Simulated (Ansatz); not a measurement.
**Cr: pressure against volume**

Cr, Im-3m, a = 2.848 Å. Ansatz: PBE, PAW, 420 eV, Γ-centred 20×20×20 mesh on 1 atom, Gaussian smearing 0.10 eV; no spin polarisation. Symmetry fixes shape and atoms, so the cell is only scaled; pressure is positive in compression.

| V (Å³/atom) | P (GPa) |
| --- | --- |
| 10.162 | ? |
| 10.509 | 29.75 |
| 10.855 | 18.22 |
| 11.202 | 8.39 |
| 11.548 | 0.00 |
| 11.895 | -7.16 |
| 12.241 | -13.28 |
| 12.703 | -20.05 |

Q: Take V0 = 11.548 Å³/atom, fit the third-order Birch–Murnaghan form to the other rows, and predict the missing pressure.

A: With the Eulerian strain f = ½[(V0/V)^(2/3) − 1] and y = P/[3f(1 + 2f)^(5/2)], the form is the line y = B0 + 1.5 B0 (B0′ − 4) f. Rows (f, y): 0.03244, 261.2; 0.02106, 260.1; 0.01024, 259.6; -0.00977, 256.6; -0.01905, 256.1; -0.03079, 254.4. Means f = 0.0006883, y = 258.00; Σ(Δf)² = 0.003004, ΣΔfΔy = 0.3251; the slope is their ratio. y = 257.9 + 108.2 f GPa, so B0 = 257.9 GPa and B0′ = 4 + 2 × (108.2)/(3 × 257.9) = 4.28. At V = 10.162, f = 0.04449, y = 262.71 and P = 43.39 GPa. The run gave 43.23 GPa, so the fit is 0.16 GPa too high, a small miss on the scale of the series.